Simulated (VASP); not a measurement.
# CaF2 (Fm-3m) in VASP: single point with r2SCAN

Aim: the single point of CaF2 with r2SCAN.

Program: VASP 6.6.1. These are calculated values, not measurements. Logs are shortened: lines on timing, memory, paths and dates and some standing lists are left out, and cuts for length are marked.

## 1. The crystal as given

It takes space group Fm-3m (No. 225, cubic). Conventional cell: a = 5.516 Å, b = 5.516 Å, c = 5.516 Å, α = 90.00°, β = 90.00°, γ = 90.00°. Ca (site symmetry m-3m) is surrounded by 8 F at 2.39 Å. F (site symmetry -43m) is surrounded by 4 Ca at 2.39 Å.

The cell comes from a database or a generator and needn't be the stable form of this composition.

## 2. Single point, r2SCAN

POSCAR reads:

```
CaF2
1.0
    0.0000000000      2.7580259682      2.7580259682
    2.7580259682      0.0000000000      2.7580259682
    2.7580259682      2.7580259682      0.0000000000
Ca F
1 2
Direct
    0.0000000000      0.0000000000      0.0000000000
    0.7500000000      0.7500000000      0.7500000000
    0.2500000000      0.2500000000      0.2500000000
```

INCAR.step1 reads:

```
  PREC = Accurate
  ENCUT = 520
  ISMEAR = -1
  SIGMA = 0.03
  LREAL = F
  LASPH = T
  NELM = 60
  NBANDS = 19
  GGA = PE
  ALGO = Normal
  EDIFF = 1E-4
  LWAVE = T
  LCHARG = F
```

INCAR.step2 reads:

```
  PREC = Accurate
  ENCUT = 520
  EDIFF = 1E-6
  ISMEAR = -1
  SIGMA = 0.03
  LREAL = F
  LASPH = T
  NELM = 60
  ALGO = Normal
  ISIF = 2
  LWAVE = F
  LCHARG = F
  METAGGA = R2SCAN
  LMIXTAU = T
  NBANDS = 19
  ISTART = 1
```

KPOINTS reads:

```
Automatic mesh
0
Gamma
  9 9 9
```

Potentials or basis: VASP PAW PBE potentials, release 64 (Ca_sv, F).

Launch:

```bash
> cat potpaw_PBE.64/Ca_sv/POTCAR potpaw_PBE.64/F/POTCAR > POTCAR
> cp INCAR.step1 INCAR
> mpirun -np 1 vasp_std > vasp.out
> cp INCAR.step2 INCAR
> mpirun -np 1 vasp_std > vasp.out
```

OUTCAR:

```text
PREC = Accurate
   ENCUT = 520
   EDIFF = 1E-6
   ISMEAR = -1
   LREAL = F
   LASPH = T
   NELM = 60
   ISIF = 2
   METAGGA = R2SCAN
   ISTART = 1

 ion  position               nearest neighbor table
   1  0.000  0.000  0.000-   2 2.39   2 2.39   2 2.39   2 2.39   3 2.39   3 2.39   3 2.39   3 2.39

   2  0.750  0.750  0.750-   1 2.39   1 2.39   1 2.39   1 2.39
   3  0.250  0.250  0.250-   1 2.39   1 2.39   1 2.39   1 2.39

  LATTYP: Found a face centered cubic cell.
 ALAT       =     5.5160519364

  Lattice vectors:

 A1 = (   0.0000000000,   2.7580259682,   2.7580259682)
 A2 = (   2.7580259682,   0.0000000000,   2.7580259682)
 A3 = (   2.7580259682,   2.7580259682,   0.0000000000)

Analysis of symmetry for initial positions (statically):
=====================================================================
 Subroutine PRICEL returns:
 Original cell was already a primitive cell.

 Routine SETGRP: Setting up the symmetry group for a
 face centered cubic supercell.

 Subroutine GETGRP returns: Found 48 space group operations
 (whereof 48 operations were pure point group operations)
 out of a pool of 48 trial point group operations.

The static configuration has the point symmetry O_h .

Analysis of symmetry for dynamics (positions and initial velocities):
=====================================================================
 Subroutine PRICEL returns:
 Original cell was already a primitive cell.

 Routine SETGRP: Setting up the symmetry group for a
 face centered cubic supercell.

 Subroutine GETGRP returns: Found 48 space group operations
 (whereof 48 operations were pure point group operations)
 out of a pool of 48 trial point group operations.

The dynamic configuration has the point symmetry O_h .

 Subroutine INISYM returns: Found 48 space group operations
 (whereof 48 operations are pure point group operations),
 and found     1 'primitive' translations

----------------------------------------------------------------------------------------

                                     Primitive cell

  volume of cell :      41.9590

  direct lattice vectors                    reciprocal lattice vectors
     0.000000000  2.758025968  2.758025968    -0.181289083  0.181289083  0.181289083
     2.758025968  0.000000000  2.758025968     0.181289083 -0.181289083  0.181289083
     2.758025968  2.758025968  0.000000000     0.181289083  0.181289083 -0.181289083

  length of vectors
     3.900437730  3.900437730  3.900437730     0.314001903  0.314001903  0.314001903

  position of ions in fractional coordinates (direct lattice)
     0.000000000  0.000000000  0.000000000
     0.750000000  0.750000000  0.750000000
     0.250000000  0.250000000  0.250000000

  ion indices of the primitive-cell ions
   primitive index   ion index
                 1           1
                 2           2
                 3           3

----------------------------------------------------------------------------------------

 KPOINTS: Automatic mesh

Automatic generation of k-mesh.
 Grid dimensions read from file:
 generate k-points for:    9    9    9

 Generating k-lattice:

  Cartesian coordinates                     Fractional coordinates (reciprocal lattice)
    -0.020143231  0.020143231  0.020143231     0.111111111  0.000000000  0.000000000
     0.020143231 -0.020143231  0.020143231     0.000000000  0.111111111  0.000000000
     0.020143231  0.020143231 -0.020143231     0.000000000  0.000000000  0.111111111

  Length of vectors
     0.034889100  0.034889100  0.034889100

  Shift w.r.t. Gamma in fractional coordinates (k-lattice)
     0.000000000  0.000000000  0.000000000

 Subroutine IBZKPT returns following result:
 ===========================================

 Found     35 irreducible k-points:

 Following reciprocal coordinates:
            Coordinates               Weight
  0.000000  0.000000  0.000000      1.000000
  0.111111  0.000000  0.000000      8.000000
  0.222222  0.000000  0.000000      8.000000
  0.333333  0.000000  0.000000      8.000000
  0.444444  0.000000  0.000000      8.000000
  0.111111  0.111111  0.000000      6.000000
[... 16 lines left out ...]
 -0.333333  0.333333  0.000000     12.000000
  0.444444  0.444444  0.000000      6.000000
 [... further k-points ...]
   k-points           NKPTS =     35   k-points in BZ     NKDIM =     35   number of bands    NBANDS=     19
   number of dos      NEDOS =    301   number of ions     NIONS =      3
   total plane-waves  NPLWV =  27000
   dimension x,y,z NGX =    30 NGY =   30 NGZ =   30
   dimension x,y,z NGXF=    60 NGYF=   60 NGZF=   60
   ions per type =               1   2
   NGX,Y,Z   is equivalent  to a cutoff of  12.79, 12.79, 12.79 a.u.
   NGXF,Y,Z  is equivalent  to a cutoff of  25.57, 25.57, 25.57 a.u.
 SYSTEM =  unknown system
   PREC   = accura    normal or accurate (medium, high low for compatibility)
   ISTART =      1    job   : 0-new  1-cont  2-samecut
   ICHARG =      0    charge: 1-file 2-atom 10-const
   ISPIN  =      1    spin polarized calculation?
   LNONCOLLINEAR =      F non collinear calculations
   LSORBIT =      F    spin-orbit coupling
   LASPH  =      T    aspherical Exc in radial PAW
   ENCUT  =  520.0 eV  38.22 Ry    6.18 a.u.   7.25  7.25  7.25*2*pi/ulx,y,z
   NELM   =     60;   NELMIN=  2; NELMDL=  0     # of ELM steps
   EDIFF  = 0.1E-05   stopping-criterion for ELM
   LREAL  =      F    real-space projection
   EDIFFG = 0.1E-04   stopping-criterion for IOM
   NSW    =      0    number of steps for IOM
   IBRION =     -1    ionic relax: 0-MD 1-quasi-New 2-CG
   NFREE  =      0    steps in history (QN), initial steepest desc. (CG)
   ISIF   =      2    stress and relaxation
   ISYM   =      2    0-nonsym 1-usesym 2-fastsym
   POTIM  = 0.5000    time-step for ionic-motion
   TEBEG  =    0.0;   TEEND  =   0.0 temperature during run
   PSTRESS=    0.0 pullay stress
   NELECT =      24.0000    total number of electrons
   NUPDOWN=      -1.0000    fix difference up-down
   EMIN   =  10.00;   EMAX   =-10.00  energy-range for DOS
   EFERMI =   0.00;   METHOD = LEGACY
   ISMEAR =    -1;   SIGMA  =   0.03  broadening in eV -4-tet -1-fermi 0-gaus
   EFERMI_NEDOS =   21; number of points for ismear=-14 and -15
   IALGO  =     38    algorithm
   IMIX   =      4    mixing-type and parameters
     AMIX     =   0.40;   BMIX     =  1.00
     AMIX_MAG =   1.60;   BMIX_MAG =  1.00
  volume/ion in A,a.u.               =      13.99        94.38
  Fermi-wavevector in a.u.,A,eV,Ry     =   1.358950  2.568044 25.126502  1.846746
  Thomas-Fermi vector in A             =   2.485740
   LORBIT       =      0    0 simple, 1 ext, 2 COOP (PROOUT), +10 PAW based schemes
   METAGGA = R2SCAN    functional components
   LHFCALC =     F    Hartree Fock is set to
   AEXX    =    0.0000 exact exchange contribution
   IVDW    =     0    specifies the selected vdW correction
   LEPSILON=     F    determine dielectric tensor
   LRPA    =     F    only Hartree local field effects (RPA)
 non-spin polarized calculation
  energy-cutoff  :      520.00
  volume of cell :       41.96
 maximum number of plane-waves:      1147
 NGX is ok and might be reduce to    30
   NGX = 15   NGY = 15   NGZ = 15

 number of electron      23.9999997 magnetization

 Free energy of the ion-electron system (eV)
  ---------------------------------------------------
  ext. energy  EPLUGINS =         0.00000000
  ---------------------------------------------------
  free energy    TOTEN  =       -25.93870980 eV

  energy without entropy =      -25.93870980  energy(sigma->0) =      -25.93870980

 E-fermi :  -0.9168     XC(G=0): -10.0872

 val. band max:       -1.7091791041   @ k =  -0.4444   0.4444   0.0000
 cond. band min:       6.0806856256   @ k =   0.0000   0.0000   0.0000
 fundamental gap:      7.7898647297
 Fermi energy:        -0.9168433014

 k-point     1 :       0.0000    0.0000    0.0000
  band No.  band energies     occupation
      1     -39.0909      2.00000
      2     -22.6859      2.00000
      3     -21.9784      2.00000
      4     -19.1531      2.00000
      5     -19.1531      2.00000
      6     -19.1530      2.00000
[... 11 lines left out ...]
     18      10.2284      0.00000
     19      15.8795      0.00000

 k-point     2 :       0.1111    0.0000    0.0000
  band No.  band energies     occupation
      1     -39.0876      2.00000
      2     -22.7059      2.00000
      3     -22.0062      2.00000
      4     -19.1573      2.00000
      5     -19.1573      2.00000
      6     -19.1121      2.00000
[... 11 lines left out ...]
     18      10.1984      0.00000
     19      15.2721      0.00000

 k-point     3 :       0.2222    0.0000    0.0000
  band No.  band energies     occupation
      1     -39.0791      2.00000
      2     -22.7418      2.00000
      3     -22.0935      2.00000
      4     -19.1682      2.00000
      5     -19.1681      2.00000
      6     -19.0036      2.00000
[... 11 lines left out ...]
     18      10.1228      0.00000
     19      14.1350      0.00000

 k-point     4 :       0.3333    0.0000    0.0000
  band No.  band energies     occupation
      1     -39.0695      2.00000
      2     -22.7514      2.00000
      3     -22.2276      2.00000
      4     -19.1805      2.00000
      5     -19.1804      2.00000
      6     -18.8739      2.00000
[... 11 lines left out ...]
     18      10.0370      0.00000
     19      13.1829      0.00000

 k-point     5 :       0.4444    0.0000    0.0000
  band No.  band energies     occupation
      1     -39.0632      2.00000
      2     -22.7287      2.00000
      3     -22.3453      2.00000
      4     -19.1885      2.00000
      5     -19.1884      2.00000
      6     -18.7864      2.00000
[... 11 lines left out ...]
     18       9.9809      0.00000
     19      12.7890      0.00000

 k-point     6 :       0.1111    0.1111    0.0000
  band No.  band energies     occupation
      1     -39.0865      2.00000
      2     -22.7148      2.00000
      3     -22.0124      2.00000
      4     -19.1637      2.00000
      5     -19.1637      2.00000
      6     -19.0896      2.00000
[... 11 lines left out ...]
     18      10.1798      0.00000
     19      15.5577      0.00000

 k-point     7 :       0.2222    0.1111    0.0000
  band No.  band energies     occupation
      1     -39.0797      2.00000
      2     -22.7486      2.00000
      3     -22.0747      2.00000
      4     -19.1761      2.00000
      5     -19.1648      2.00000
      6     -19.0089      2.00000
[... 11 lines left out ...]
     18      10.1385      0.00000
     19      14.7128      0.00000

 k-point     8 :       0.3333    0.1111    0.0000
  band No.  band energies     occupation
      1     -39.0705      2.00000
      2     -22.7634      2.00000
      3     -22.1978      2.00000
      4     -19.1888      2.00000
      5     -19.1546      2.00000
      6     -18.9053      2.00000
[... 256 lines left out ...]
 k-point    20 :       0.3333    0.3333    0.0000
  band No.  band energies     occupation
      1     -39.0625      2.00000
      2     -22.8587      2.00000
      3     -22.1856      2.00000
      4     -19.2212      2.00000
      5     -19.2211      2.00000
      6     -18.7522      2.00000
[... 11 lines left out ...]
     18       9.9629      0.00000
     19      15.3892      0.00000

 k-point    21 :       0.4444    0.3333    0.0000
  band No.  band energies     occupation
      1     -39.0572      2.00000
      2     -22.8588      2.00000
      3     -22.2648      2.00000
      4     -19.2301      2.00000
      5     -19.1964      2.00000
      6     -18.7070      2.00000
[... 11 lines left out ...]
     18      10.9056      0.00000
     19      14.7330      0.00000

 k-point    22 :      -0.4444    0.3333    0.0000
  band No.  band energies     occupation
      1     -39.0543      2.00000
      2     -22.7822      2.00000
      3     -22.4053      2.00000
      4     -19.2275      2.00000
      5     -19.1068      2.00000
      6     -18.7442      2.00000
[... 11 lines left out ...]
     18      12.2201      0.00000
     19      13.7866      0.00000

 k-point    23 :      -0.3333    0.3333    0.0000
  band No.  band energies     occupation
      1     -39.0553      2.00000
      2     -22.6380      2.00000
      3     -22.5569      2.00000
      4     -19.2146      2.00000
      5     -18.9995      2.00000
      6     -18.8537      2.00000
[... 11 lines left out ...]
     18      12.1129      0.00000
     19      14.1718      0.00000

 k-point    24 :       0.4444    0.4444    0.0000
  band No.  band energies     occupation
      1     -39.0541      2.00000
      2     -22.9045      2.00000
      3     -22.2439      2.00000
      4     -19.2411      2.00000
      5     -19.2410      2.00000
      6     -18.6363      2.00000
[... 11 lines left out ...]
     18      11.5712      0.00000
     19      14.3599      0.00000

 [... further k-points ...]

------------------------ aborting loop because EDIFF is reached ----------------------------------------

  FORCE on cell =-STRESS in cart. coord.  units (eV):
  Direction    XX          YY          ZZ          XY          YZ          ZX
  --------------------------------------------------------------------------------------
  -------------------------------------------------------------------------------------
  Total       -0.7797333     -0.7797333     -0.7797333      0.0000000     -0.0000000     -0.0000000
  in kB      -29.7736194    -29.7736194    -29.7736194      0.0000000     -0.0000000     -0.0000000
  external PRESSURE =     -29.7736194 kB  Pullay stress =       0.0000000 kB

 VOLUME and BASIS-vectors are now :
 -----------------------------------------------------------------------------
  energy-cutoff  :      520.00
  volume of cell :       41.96
      direct lattice vectors                 reciprocal lattice vectors
     0.000000000  2.758025968  2.758025968    -0.181289083  0.181289083  0.181289083
     2.758025968  0.000000000  2.758025968     0.181289083 -0.181289083  0.181289083
     2.758025968  2.758025968  0.000000000     0.181289083  0.181289083 -0.181289083

 POSITION                                       TOTAL-FORCE (eV/Angst)
 -----------------------------------------------------------------------------------
      0.00000      0.00000      0.00000         0.000000      0.000000      0.000000
      4.13704      4.13704      4.13704         0.000000      0.000000      0.000000
      1.37901      1.37901      1.37901        -0.000000     -0.000000     -0.000000
 -----------------------------------------------------------------------------------
    total drift:                                0.000000     -0.000000      0.000000

  FREE ENERGIE OF THE ION-ELECTRON SYSTEM (eV)
  ---------------------------------------------------
  free  energy   TOTEN  =       -25.9387097952 eV

  energy  without entropy=      -25.9387097952  energy(sigma->0) =      -25.93870980
```

It took 2 min on 1 thread of Intel Xeon Platinum 8488C (Sapphire Rapids), shared host; peak memory 0.18 GiB.

Results:

- Free energy: -25.9387 eV
- Pressure: -3.0 GPa
- Band gap on the k mesh: 7.79 eV, indirect (least direct gap 8.03 eV)

Caveat: the PAW data sets were made with another functional, which shifts forces and pressure a little; an odd mesh through Γ misses points on the zone boundary, where band edges often lie.
